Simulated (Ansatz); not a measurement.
The system is InPd.

```
CELL_PARAMETERS angstrom
3.27188 0.00000 0.00000
0.00000 3.27188 0.00000
0.00000 0.00000 3.27188
ATOMIC_POSITIONS crystal
In 0.00000 0.00000 0.00000
Pd 0.50000 0.50000 0.50000
```

The cell comes from a database or a generator and needn't be the stable form of this composition.

Base run:

```yaml
Program: Ansatz 0.2.0
Functional: RPBE
Potentials_or_basis: Ansatz PAW
Cutoff: "420 eV (not typed: the program's choice for these potentials)"
k_mesh: 8 × 8 × 8
Occupations: fermi-dirac, width 0.05 eV
Spin: no spin polarisation
```

Its results: band gap on the k mesh none (metal or under the smearing width); pressure 7.1 GPa.

The run is repeated on the same cell with these changes: functional from RPBE to revPBE. What comes out?

Band gap on the k mesh none (metal or under the smearing width); pressure 6.1 GPa.

Caveats: spin-orbit coupling is left out, which moves the levels of the heavy elements; the PAW data sets come from PBE, with cores solved anew for the run's functional, which leaves a small shift of forces and pressure.
